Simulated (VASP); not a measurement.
VASP 6.6.1 run: SnO

INCAR

```
IBRION = -1
NELM = 51
ALGO = Fast
PREC = Accurate
ISIF = 2
LASPH = .TRUE.
ISMEAR = -1
EDIFF = 1E-7
SIGMA = 0.02
LCHARG = .FALSE.
NBANDS = 34
GGA = PE
LWAVE = .FALSE.
LREAL = .FALSE.
ENCUT = 400
NSW = 0
```

KPOINTS

```
KPOINTS created by Atomic Simulation Environment
0
Gamma
8 8 8
0 0 0
```

POSCAR

```
Sn O
 1.0000000000000000
     3.1034067830000001    0.0000000000000000    0.0000000000000000
     0.0000000000000000    3.1034067830000001    0.0000000000000000
     0.0000000000000000    0.0000000000000000    3.1965089865000000
 Sn  O
   1   1
Cartesian
  0.0000000000000000  0.0000000000000000  0.0000000000000000
  1.5517033914999998  1.5517033914999998  1.5982544932500000
```

The recommended PBE PAW datasets give the neutral cell 20 valence electrons.

Command

```
mpirun -np 1 vasp_std
```

Q: How does this run end, and what does it give?

A: It converged. Results: gap between bands v and c on the k mesh -0.17 eV (bands overlap: a metal); least direct gap on the k mesh 0.02 eV; pressure -3.7 GPa. Band v is the last that the valence electrons fill when counted band by band, and c is the next.

OSZICAR

```
N       E                     dE             d eps       ncg     rms          rms(c)
DAV:   1     0.146602703283E+03    0.14660E+03   -0.63819E+03  6440   0.768E+02
DAV:   2     0.393706249043E+01   -0.14267E+03   -0.13074E+03  5262   0.254E+02
DAV:   3    -0.114742589629E+02   -0.15411E+02   -0.15242E+02  6266   0.577E+01
DAV:   4    -0.117625843415E+02   -0.28833E+00   -0.28816E+00  5976   0.823E+00
DAV:   5    -0.117651915683E+02   -0.26072E-02   -0.26069E-02  6634   0.773E-01    0.795E+00
RMM:   6    -0.102274310319E+02    0.15378E+01   -0.86201E-01  6814   0.310E+00    0.509E+00
RMM:   7    -0.987419047039E+01    0.35324E+00   -0.10855E-01  7085   0.118E+00    0.133E+00
RMM:   8    -0.985865060298E+01    0.15540E-01   -0.90953E-02  7169   0.134E+00    0.805E-01
RMM:   9    -0.983755453120E+01    0.21096E-01   -0.37768E-03  7185   0.242E-01    0.165E-01
RMM:  10    -0.983770506246E+01   -0.15053E-03   -0.96886E-04  7356   0.131E-01    0.116E-01
RMM:  11    -0.983745908511E+01    0.24598E-03   -0.14194E-04  7712   0.511E-02    0.487E-02
RMM:  12    -0.983743239496E+01    0.26690E-04   -0.18795E-05  8166   0.183E-02    0.110E-02
RMM:  13    -0.983743133416E+01    0.10608E-05   -0.56120E-06  7944   0.866E-03    0.363E-03
RMM:  14    -0.983743128641E+01    0.47758E-07   -0.89980E-07  8198   0.298E-03
   1 F= -.98374313E+01 E0= -.98370403E+01  d E =-.781969E-03
```

These settings aren't sound, so the numbers aren't properties of the crystal.

On sound settings PBE gives a gap of -0.17 eV on its mesh and a pressure of -0.2 GPa for the intended cell.
